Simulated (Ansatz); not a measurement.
**Li: one contact scaled**

An exercise on one series of results from a longer session: the logs are not shown, and one member is left open.

Program: Ansatz 0.2.0. Level of theory: DFT PBE, with the methods named in each step. These are calculated values, not measurements.

1 further run of the same task is left out (set aside as unsound or not needed). Runs told in other sessions of the task aren't counted.

## The system as given

It takes space group P6_3/mmc (No. 194, hexagonal). The conventional cell has a = 3.065 Å, b = 3.065 Å, c = 4.965 Å, α = 90.00°, β = 90.00°, γ = 120.00°. Li (site symmetry -6m2) has 12 Li at 3.05 to 3.06 Å in its first shell of neighbours.

Structure file:

```cif
data_structure
_symmetry_space_group_name_H-M 'P6_3/mmc'
_symmetry_Int_Tables_number 194
_cell_length_a 3.0646
_cell_length_b 3.0646
_cell_length_c 4.9647
_cell_angle_alpha 90.000
_cell_angle_beta 90.000
_cell_angle_gamma 120.000
_cell_volume 40.38
loop_
_atom_site_label
_atom_site_type_symbol
_atom_site_symmetry_multiplicity
_atom_site_Wyckoff_symbol
_atom_site_fract_x
_atom_site_fract_y
_atom_site_fract_z
_atom_site_occupancy
Li1 Li 2 c 0.33333 0.66667 0.25000 1
```

The file gives the conventional cell by its symmetry; the runs use the cell typed in the input.

Atoms are numbered in the order of the input: Li1, Li2.

The first run:

Input file input.yaml:

```yaml
crystal:
  lattice:
    - [3.0646488937, 0.0, 0.0]
    - [-1.5323244468, 2.6540637956, 0.0]
    - [0.0, 0.0, 4.9647312077]
  atoms:
    - { symbol: Li, position: [0.3333333333, 0.6666666667, 0.25] }
    - { symbol: Li, position: [0.6666666667, 0.3333333333, 0.75] }
kpoints:
  mp_grid: { grid: [11, 11, 6] }
scf:
  occupations: { method: fermi_dirac, width: 0.05 }
hamiltonian:
  xc: pbe
  pseudopotentials: { kind: paw }
output:
  forces: true
  stress: true
  eigenvalues: true
  populations: true
```

Command:

```bash
> ansatz run input.yaml --threads 1 --pin off --max-ram 2048MiB --backend cpu --events-out ev --progress --plain --runs-dir out
```

Steps of the session up to this table: Shortest bond scaled by 1, PAW; Shortest bond scaled by 0.88, PAW; Shortest bond scaled by 0.82, PAW; Shortest bond scaled by 0.7, PAW; Shortest bond scaled by 0.64, PAW; Shortest bond scaled by 0.64, PAW (level accurate).

One table of the session follows, with a row left open; its other results are not shown here.

```
              method  length (Å)  F from the given length (eV/cell)  force along the bond (eV/Å)  pressure (GPa)  largest force (eV/Å)
                 PAW       1.951                              0.763                        1.773            3.57                 1.856
                 PAW       2.134                              0.484                        1.296            2.62                 1.378
                 PAW       2.500                              0.149                        0.596            1.00                 0.658
                 PAW       2.683                              0.062                        0.359            0.47                 0.404
                 PAW       3.048                                  ?                            ?               ?                     ?
PAW (level accurate)       1.951                                  –                        1.771            3.57                 1.854
```

Estimate the missing values for PAW, 3.048.

**Answer.** F from the given length (eV/cell): 0.000; force along the bond (eV/Å): 0.000; pressure (GPa): 0.03; largest force (eV/Å): 0.000.
